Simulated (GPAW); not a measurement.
SrCl2:

```xyz
3
Lattice="0.0000 3.4884 3.4884 3.4884 0.0000 3.4884 3.4884 3.4884 0.0000" Properties=species:S:1:pos:R:3 pbc="T T T"
Sr    0.0000    0.0000    0.0000
Cl    5.2325    5.2325    5.2325
Cl    1.7442    1.7442    1.7442
```

Base run:

| Item | Value |
| --- | --- |
| Program | GPAW 26.7.0 |
| Functional | PBE |
| Potentials or basis | GPAW PAW data sets (gpaw-data 1.2.1) |
| Cutoff | 600 eV |
| Basis | pw |
| k mesh | 7 × 7 × 7 |
| Occupations | fermi-dirac, width 0.05 eV |
| Spin | no spin polarisation |

Its results: band gap on the k mesh 5.38 eV, indirect (least direct gap 5.68 eV); pressure 1.1 GPa.

The run is repeated on the same cell with these changes: functional from PBE to PBEsol; potentials or basis from GPAW PAW data sets (gpaw-data 1.2.1) to PAW data sets generated in the run's folder for this functional. What comes out?

Band gap on the k mesh 5.18 eV, indirect (least direct gap 5.48 eV); pressure -1.0 GPa.

Caveats: an odd mesh through Γ misses points on the zone boundary, where band edges often lie (some runs).
